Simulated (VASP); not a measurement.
Input of a VASP 6.6.1 run:

The input INCAR:

```
ALGO = Fast ; EDIFF = 1E-6
ENCUT = 520 ; GGA = PS
ISIF = 2 ; ISMEAR = 0
LASPH = True ; LCHARG = False
LREAL = False ; LWAVE = False
NBANDS = 20 ; NELM = 100
PREC = Accurate ; SIGMA = 0.02
```

File KPOINTS:

```
k-points
0
Gamma
  12 12 2
```

File POSCAR:

```
Te2Mo
1.0
    3.4910750445      0.0000000000      0.0000000000
   -1.7455375222      3.0233596750      0.0000000000
    0.0000000000      0.0000000000     17.5264238512
Te Mo
2 1
Direct
    0.3333333333      0.6666666667      0.8971077571
    0.3333333333      0.6666666667      0.1028922429
    0.0000000000      0.0000000000      0.0000000000
```

Potentials or basis: VASP PAW PBE potentials, release 64 (Te, Mo_sv).

The run is started by

```sh
$ cat potpaw_PBE.64/Te/POTCAR potpaw_PBE.64/Mo_sv/POTCAR > POTCAR
$ mpirun -np 1 vasp_std > vasp.out
```

Q: What does it give for the band gap on the k mesh?

A: 1.20 eV, direct.

Q: What does it give for the largest force?

A: 0.031 eV/Å.

Forces on the atoms (eV/Å):
```
Te   0.000  0.000 -0.031
Te   0.000  0.000  0.031
Mo   0.000  0.000  0.000
```

Caveat: the PAW data sets were made with another functional, which shifts forces and pressure a little; spin-orbit coupling is left out, which moves the levels of the heavy elements. Expect the measured gap to be larger: semilocal functionals such as PBEsol lack the derivative discontinuity.
